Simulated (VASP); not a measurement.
# BaTiO3 (P4mm) in VASP: band structure with PBE

Aim: the band structure of BaTiO3 with PBE.

Program: VASP 6.6.1. These are calculated values, not measurements. Logs are shortened: lines on timing, memory, paths and dates and some standing lists are left out, and cuts for length are marked.

## Step 1: Starting point

Symmetry: P4mm, No. 99, tetragonal system. Conventional cell: a = 4.000 Å, b = 4.000 Å, c = 4.018 Å, α = 90.00°, β = 90.00°, γ = 90.00°. Ba (site symmetry 4mm) is surrounded by 12 O at 2.79 to 2.88 Å. Ti (site symmetry 4mm) is surrounded by 6 O at 1.89 to 2.13 Å. O (site symmetry 4mm) is surrounded by 2 Ti at 1.89 to 2.13 Å. O (site symmetry 2mm) is surrounded by 2 Ti at 2.00 Å.

## Step 2: Band structure, PBE

Contents of INCAR:

```
PREC     = Accurate       # precision mode
ENCUT    = 520            # plane-wave cutoff, eV
EDIFF    = 1E-6           # SCF threshold, eV
ISMEAR   = 0              # smearing method
SIGMA    = 0.02           # smearing width, eV
LREAL    = F              # projectors in reciprocal space
LASPH    = T              # aspherical terms in the spheres
NELM     = 60             # most SCF steps
ALGO     = Fast           # electronic algorithm
ISIF     = 2              # what is computed and relaxed
LWAVE    = F              # write WAVECAR
LCHARG   = F              # write CHGCAR
LMAXMIX  = 4              # l up to which the mixer works
GGA      = PE             # functional
NBANDS   = 28             # bands
```

Contents of KPOINTS:

```
regular mesh
0
Gamma
  8 8 8
```

Contents of POSCAR:

```
BaTiO3
1.0
    3.9998000000      0.0000000000      0.0000000000
    0.0000000000      3.9998000000      0.0000000000
    0.0000000000      0.0000000000      4.0180000000
Ba Ti O
1 1 3
Direct
    0.0000000000      0.0000000000      0.0000000000
    0.5000000000      0.5000000000      0.4900000000
    0.5000000000      0.5000000000      0.0190000000
    0.5000000000      0.0000000000      0.5170000000
    0.0000000000      0.5000000000      0.5170000000
```

Contents of KPOINTS_OPT:

```
path GXMGZRAZ,XR,MA
10
line-mode
reciprocal
 0.0000000000  0.0000000000  0.0000000000  G
 0.0000000000  0.5000000000  0.0000000000  X

 0.0000000000  0.5000000000  0.0000000000  X
 0.5000000000  0.5000000000  0.0000000000  M

 0.5000000000  0.5000000000  0.0000000000  M
 0.0000000000  0.0000000000  0.0000000000  G

 0.0000000000  0.0000000000  0.0000000000  G
 0.0000000000  0.0000000000  0.5000000000  Z

 0.0000000000  0.0000000000  0.5000000000  Z
 0.0000000000  0.5000000000  0.5000000000  R

 0.0000000000  0.5000000000  0.5000000000  R
 0.5000000000  0.5000000000  0.5000000000  A

 0.5000000000  0.5000000000  0.5000000000  A
 0.0000000000  0.0000000000  0.5000000000  Z

 0.0000000000  0.5000000000  0.0000000000  X
 0.0000000000  0.5000000000  0.5000000000  R

 0.5000000000  0.5000000000  0.0000000000  M
 0.5000000000  0.5000000000  0.5000000000  A
```

Potentials or basis: VASP PAW PBE potentials, release 64 (Ba_sv, Ti_sv, O).

Command:

```console
cat potpaw_PBE.64/Ba_sv/POTCAR potpaw_PBE.64/Ti_sv/POTCAR potpaw_PBE.64/O/POTCAR > POTCAR
mpirun -np 1 vasp_std > vasp.out
```

OUTCAR:

```text
PREC = Accurate
   ENCUT = 520
   EDIFF = 1E-6
   ISMEAR = 0
   LREAL = F
   LASPH = T
   NELM = 60
   ISIF = 2
   GGA = PE

 ion  position               nearest neighbor table
   1  0.000  0.000  0.000-   4 2.79   5 2.79   5 2.79   4 2.79   3 2.83   3 2.83   3 2.83   3 2.83
                             4 2.88   5 2.88   5 2.88   4 2.88   2 3.45   2 3.45   2 3.45   2 3.45
   2  0.500  0.500  0.490-   3 1.89   4 2.00   5 2.00   4 2.00   5 2.00   3 2.13   1 3.45   1 3.45
                             1 3.45   1 3.45   1 3.49   1 3.49   1 3.49   1 3.49
   3  0.500  0.500  0.019-   2 1.89   2 2.13   1 2.83   1 2.83   1 2.83   1 2.83
   4  0.500  0.000  0.517-   2 2.00   2 2.00   1 2.79   1 2.79   1 2.88   1 2.88
   5  0.000  0.500  0.517-   2 2.00   2 2.00   1 2.79   1 2.79   1 2.88   1 2.88

  LATTYP: Found a simple tetragonal cell.
 ALAT       =     3.9998000000
 C/A-ratio  =     1.0045502275

  Lattice vectors:

 A1 = (   3.9998000000,   0.0000000000,   0.0000000000)
 A2 = (   0.0000000000,   3.9998000000,   0.0000000000)
 A3 = (   0.0000000000,   0.0000000000,   4.0180000000)

Analysis of symmetry for initial positions (statically):
=====================================================================
 Subroutine PRICEL returns:
 Original cell was already a primitive cell.

 Routine SETGRP: Setting up the symmetry group for a
 simple tetragonal supercell.

 Subroutine GETGRP returns: Found  8 space group operations
 (whereof  8 operations were pure point group operations)
 out of a pool of 16 trial point group operations.

The static configuration has the point symmetry C_4v.

Analysis of symmetry for dynamics (positions and initial velocities):
=====================================================================
 Subroutine PRICEL returns:
 Original cell was already a primitive cell.

 Routine SETGRP: Setting up the symmetry group for a
 simple tetragonal supercell.

 Subroutine GETGRP returns: Found  8 space group operations
 (whereof  8 operations were pure point group operations)
 out of a pool of 16 trial point group operations.

The dynamic configuration has the point symmetry C_4v.

 Subroutine INISYM returns: Found  8 space group operations
 (whereof  8 operations are pure point group operations),
 and found     1 'primitive' translations

----------------------------------------------------------------------------------------

                                     Primitive cell

  volume of cell :      64.2816

  direct lattice vectors                    reciprocal lattice vectors
     3.999800000  0.000000000  0.000000000     0.250012501  0.000000000  0.000000000
     0.000000000  3.999800000  0.000000000     0.000000000  0.250012501  0.000000000
     0.000000000  0.000000000  4.018000000     0.000000000  0.000000000  0.248880040

  length of vectors
     3.999800000  3.999800000  4.018000000     0.250012501  0.250012501  0.248880040

  position of ions in fractional coordinates (direct lattice)
     0.000000000  0.000000000  0.000000000
     0.500000000  0.500000000  0.490000000
     0.500000000  0.500000000  0.019000000
     0.500000000  0.000000000  0.517000000
     0.000000000  0.500000000  0.517000000

  ion indices of the primitive-cell ions
   primitive index   ion index
                 1           1
                 2           2
                 3           3
                 4           4
                 5           5

----------------------------------------------------------------------------------------

 KPOINTS: regular mesh

Automatic generation of k-mesh.
 Grid dimensions read from file:
 generate k-points for:    8    8    8

 Generating k-lattice:

  Cartesian coordinates                     Fractional coordinates (reciprocal lattice)
     0.031251563  0.000000000  0.000000000     0.125000000  0.000000000  0.000000000
     0.000000000  0.031251563  0.000000000     0.000000000  0.125000000  0.000000000
     0.000000000  0.000000000  0.031110005     0.000000000  0.000000000  0.125000000

  Length of vectors
     0.031251563  0.031251563  0.031110005

  Shift w.r.t. Gamma in fractional coordinates (k-lattice)
     0.000000000  0.000000000  0.000000000

 Subroutine IBZKPT returns following result:
 ===========================================

 Found     75 irreducible k-points:

 Following reciprocal coordinates:
            Coordinates               Weight
  0.000000  0.000000  0.000000      1.000000
  0.125000  0.000000  0.000000      4.000000
  0.250000  0.000000  0.000000      4.000000
  0.375000  0.000000  0.000000      4.000000
  0.500000  0.000000  0.000000      2.000000
  0.125000  0.125000  0.000000      4.000000
[... 16 lines left out ...]
  0.375000  0.125000  0.125000     16.000000
  0.500000  0.125000  0.125000      8.000000
 [... further k-points ...]
   k-points           NKPTS =     75   k-points in BZ     NKDIM =     75   number of bands    NBANDS=     28
   number of dos      NEDOS =    301   number of ions     NIONS =      5
   total plane-waves  NPLWV =  27000
   dimension x,y,z NGX =    30 NGY =   30 NGZ =   30
   dimension x,y,z NGXF=    60 NGYF=   60 NGZF=   60
   ions per type =               1   1   3
   NGX,Y,Z   is equivalent  to a cutoff of  12.47, 12.47, 12.41 a.u.
   NGXF,Y,Z  is equivalent  to a cutoff of  24.94, 24.94, 24.83 a.u.
 SYSTEM =  unknown system
   PREC   = accura    normal or accurate (medium, high low for compatibility)
   ISTART =      0    job   : 0-new  1-cont  2-samecut
   ICHARG =      2    charge: 1-file 2-atom 10-const
   ISPIN  =      1    spin polarized calculation?
   LNONCOLLINEAR =      F non collinear calculations
   LSORBIT =      F    spin-orbit coupling
   LASPH  =      T    aspherical Exc in radial PAW
   ENCUT  =  520.0 eV  38.22 Ry    6.18 a.u.   7.44  7.44  7.47*2*pi/ulx,y,z
   NELM   =     60;   NELMIN=  2; NELMDL= -5     # of ELM steps
   EDIFF  = 0.1E-05   stopping-criterion for ELM
   LREAL  =      F    real-space projection
[... 7 lines left out ...]
   TEBEG  =    0.0;   TEEND  =   0.0 temperature during run
   PSTRESS=    0.0 pullay stress
   NELECT =      40.0000    total number of electrons
   NUPDOWN=      -1.0000    fix difference up-down
   EMIN   =  10.00;   EMAX   =-10.00  energy-range for DOS
   EFERMI =   0.00;   METHOD = LEGACY
   ISMEAR =     0;   SIGMA  =   0.02  broadening in eV -4-tet -1-fermi 0-gaus
   EFERMI_NEDOS =   21; number of points for ismear=-14 and -15
   IALGO  =     68    algorithm
   IMIX   =      4    mixing-type and parameters
     AMIX     =   0.40;   BMIX     =  1.00
     AMIX_MAG =   1.60;   BMIX_MAG =  1.00
  volume/ion in A,a.u.               =      12.86        86.76
  Fermi-wavevector in a.u.,A,eV,Ry     =   1.397653  2.641181 26.578078  1.953434
  Thomas-Fermi vector in A             =   2.520888
   LORBIT       =      0    0 simple, 1 ext, 2 COOP (PROOUT), +10 PAW based schemes
   GGA     = PE    functional components
   LHFCALC =     F    Hartree Fock is set to
   AEXX    =    0.0000 exact exchange contribution
   IVDW    =     0    specifies the selected vdW correction
   LEPSILON=     F    determine dielectric tensor
   LRPA    =     F    only Hartree local field effects (RPA)
 non-spin polarized calculation
 RMM-DIIS sequential band-by-band and
 Gauss-broadening in eV      SIGMA  =   0.02
  energy-cutoff  :      520.00
  volume of cell :       64.28
 maximum number of plane-waves:      1763
 NGX is ok and might be reduce to    30
   NGX = 15   NGY = 15   NGZ = 15

 number of electron      39.9999977 magnetization

 Free energy of the ion-electron system (eV)
  ---------------------------------------------------
  ext. energy  EPLUGINS =         0.00000000
  ---------------------------------------------------
  free energy    TOTEN  =       -39.98225502 eV

  energy without entropy =      -39.98225502  energy(sigma->0) =      -39.98225502

 E-fermi :   4.0539     XC(G=0): -11.2422

 val. band max:        3.8482281129   @ k =   0.5000   0.5000   0.5000
 cond. band min:       5.6188555678   @ k =   0.0000   0.0000   0.0000
 fundamental gap:      1.7706274550
 Fermi energy:         4.0538660366

 k-point     1 :       0.0000    0.0000    0.0000
  band No.  band energies     occupation
      1     -52.7543      2.00000
      2     -28.9953      2.00000
      3     -28.9654      2.00000
      4     -28.9654      2.00000
      5     -21.0130      2.00000
      6     -13.0749      2.00000
[... 20 lines left out ...]
     27       8.8947      0.00000
     28      11.1483      0.00000

 k-point     2 :       0.1250    0.0000    0.0000
  band No.  band energies     occupation
      1     -52.7542      2.00000
      2     -28.9951      2.00000
      3     -28.9731      2.00000
      4     -28.9651      2.00000
      5     -20.9959      2.00000
      6     -13.0859      2.00000
[... 20 lines left out ...]
     27       9.1894      0.00000
     28      11.5283      0.00000

 k-point     3 :       0.2500    0.0000    0.0000
  band No.  band energies     occupation
      1     -52.7538      2.00000
      2     -28.9945      2.00000
      3     -28.9916      2.00000
      4     -28.9644      2.00000
      5     -20.9540      2.00000
      6     -13.1547      2.00000
[... 20 lines left out ...]
     27      12.2064      0.00000
     28      12.7683      0.00000

 k-point     4 :       0.3750    0.0000    0.0000
  band No.  band energies     occupation
      1     -52.7534      2.00000
      2     -29.0103      2.00000
      3     -28.9936      2.00000
      4     -28.9637      2.00000
      5     -20.9113      2.00000
      6     -13.2610      2.00000
[... 20 lines left out ...]
     27      12.0811      0.00000
     28      13.6462      0.00000

 k-point     5 :       0.5000    0.0000    0.0000
  band No.  band energies     occupation
      1     -52.7533      2.00000
      2     -29.0179      2.00000
      3     -28.9933      2.00000
      4     -28.9634      2.00000
      5     -20.8934      2.00000
      6     -13.3108      2.00000
[... 20 lines left out ...]
     27      11.4047      0.00000
     28      12.0186      0.00000

 k-point     6 :       0.1250    0.1250    0.0000
  band No.  band energies     occupation
      1     -52.7540      2.00000
      2     -28.9948      2.00000
      3     -28.9730      2.00000
      4     -28.9726      2.00000
      5     -20.9796      2.00000
      6     -13.0828      2.00000
[... 463 lines left out ...]
      5     -20.9647      2.00000
      6     -13.0597      2.00000
[... 20 lines left out ...]
     27       9.7142      0.00000
     28      11.8407      0.00000

 k-point    22 :       0.2500    0.1250    0.1250
  band No.  band energies     occupation
      1     -52.7535      2.00000
      2     -29.0014      2.00000
      3     -28.9910      2.00000
      4     -28.9717      2.00000
      5     -20.9268      2.00000
      6     -13.0713      2.00000
[... 20 lines left out ...]
     27      12.1202      0.00000
     28      13.1668      0.00000

 k-point    23 :       0.3750    0.1250    0.1250
  band No.  band energies     occupation
      1     -52.7531      2.00000
      2     -29.0094      2.00000
      3     -29.0005      2.00000
      4     -28.9710      2.00000
      5     -20.8881      2.00000
      6     -13.1326      2.00000
[... 20 lines left out ...]
     27      12.5306      0.00000
     28      13.0439      0.00000

 k-point    24 :       0.5000    0.1250    0.1250
  band No.  band energies     occupation
      1     -52.7530      2.00000
      2     -29.0170      2.00000
      3     -29.0002      2.00000
      4     -28.9706      2.00000
      5     -20.8719      2.00000
      6     -13.1674      2.00000
[... 20 lines left out ...]
     27      12.6261      0.00000
     28      13.1542      0.00000

 [... further k-points ...]
[... 5 lines left out ...]
  --------------------------------------------------------------------------------------
  -------------------------------------------------------------------------------------
  Total        1.5609951      1.5609951      1.9353486      0.0000000      0.0000000      0.0000000
  in kB       38.9068118     38.9068118     48.2373344      0.0000000      0.0000000      0.0000000
  external PRESSURE =      42.0169860 kB  Pullay stress =       0.0000000 kB

 VOLUME and BASIS-vectors are now :
 -----------------------------------------------------------------------------
  energy-cutoff  :      520.00
  volume of cell :       64.28
      direct lattice vectors                 reciprocal lattice vectors
     3.999800000  0.000000000  0.000000000     0.250012501  0.000000000  0.000000000
     0.000000000  3.999800000  0.000000000     0.000000000  0.250012501  0.000000000
     0.000000000  0.000000000  4.018000000     0.000000000  0.000000000  0.248880040

 POSITION                                       TOTAL-FORCE (eV/Angst)
 -----------------------------------------------------------------------------------
      0.00000      0.00000      0.00000         0.000000     -0.000000      0.075080
      1.99990      1.99990      1.96882        -0.000000      0.000000     -0.113103
      1.99990      1.99990      0.07634        -0.000000     -0.000000      0.273390
      1.99990      0.00000      2.07731        -0.000000     -0.000000     -0.117683
      0.00000      1.99990      2.07731        -0.000000     -0.000000     -0.117683
 -----------------------------------------------------------------------------------
    total drift:                                0.000000      0.000000     -0.002159

  FREE ENERGIE OF THE ION-ELECTRON SYSTEM (eV)
  ---------------------------------------------------
  free  energy   TOTEN  =       -39.9822550172 eV

  energy  without entropy=      -39.9822550172  energy(sigma->0) =      -39.98225502
```

It took 7.2 min on 1 thread of Intel Xeon Platinum 8375C at 2.90GHz (Ice Lake), shared host; peak memory 0.33 GiB.

What came out:

- Free energy: -39.9823 eV
- Pressure: 4.2 GPa
- Largest force: 0.273 eV/Å
- Band gap on the k mesh: 1.77 eV, indirect (least direct gap 2.06 eV)
- Band gap along the path: 1.77 eV, indirect (least direct gap 2.06 eV)

Forces in eV/Å, atoms in the order of the input:
```
Ba   0.000  0.000  0.075
Ti   0.000  0.000 -0.113
O    0.000  0.000  0.273
O    0.000  0.000 -0.118
O    0.000  0.000 -0.118
```

Levels at the corners of the path, in eV from the valence-band top:
| point | band 17 | band 18 | band 19 | band 20 | band 21 | band 22 | band 23 | band 24 |
| --- | --- | --- | --- | --- | --- | --- | --- | --- |
| Γ | -1.14 | -0.31 | -0.29 | -0.29 | 1.77 | 1.99 | 1.99 | 3.96 |
| X | -1.83 | -1.73 | -0.94 | -0.84 | 2.12 | 3.48 | 3.52 | 4.02 |
| X | -1.83 | -1.73 | -0.94 | -0.84 | 2.12 | 3.48 | 3.52 | 4.02 |
| M | -1.77 | -0.97 | -0.97 | -0.09 | 3.53 | 3.53 | 3.92 | 4.69 |
| M | -1.77 | -0.97 | -0.97 | -0.09 | 3.53 | 3.53 | 3.92 | 4.69 |
| Γ | -1.14 | -0.31 | -0.29 | -0.29 | 1.77 | 1.99 | 1.99 | 3.96 |
| Γ | -1.14 | -0.31 | -0.29 | -0.29 | 1.77 | 1.99 | 1.99 | 3.96 |
| Z | -1.94 | -1.94 | -0.71 | -0.71 | 1.93 | 3.55 | 3.55 | 3.96 |
| Z | -1.94 | -1.94 | -0.71 | -0.71 | 1.93 | 3.55 | 3.55 | 3.96 |
| R | -1.72 | -0.90 | -0.89 | -0.17 | 3.51 | 3.56 | 3.91 | 4.80 |
| R | -1.72 | -0.90 | -0.89 | -0.17 | 3.51 | 3.56 | 3.91 | 4.80 |
| A | -2.42 | -0.08 | -0.08 | 0.00 | 4.15 | 4.15 | 4.16 | 6.54 |
| A | -2.42 | -0.08 | -0.08 | 0.00 | 4.15 | 4.15 | 4.16 | 6.54 |
| Z | -1.94 | -1.94 | -0.71 | -0.71 | 1.93 | 3.55 | 3.55 | 3.96 |
| X | -1.83 | -1.73 | -0.94 | -0.84 | 2.12 | 3.48 | 3.52 | 4.02 |
| R | -1.72 | -0.90 | -0.89 | -0.17 | 3.51 | 3.56 | 3.91 | 4.80 |
| M | -1.77 | -0.97 | -0.97 | -0.09 | 3.53 | 3.53 | 3.92 | 4.69 |
| A | -2.42 | -0.08 | -0.08 | 0.00 | 4.15 | 4.15 | 4.16 | 6.54 |

Caveat: spin-orbit coupling is left out, which moves the levels of the heavy elements. A hybrid or GW would open this gap; PBE tends to underestimate it.
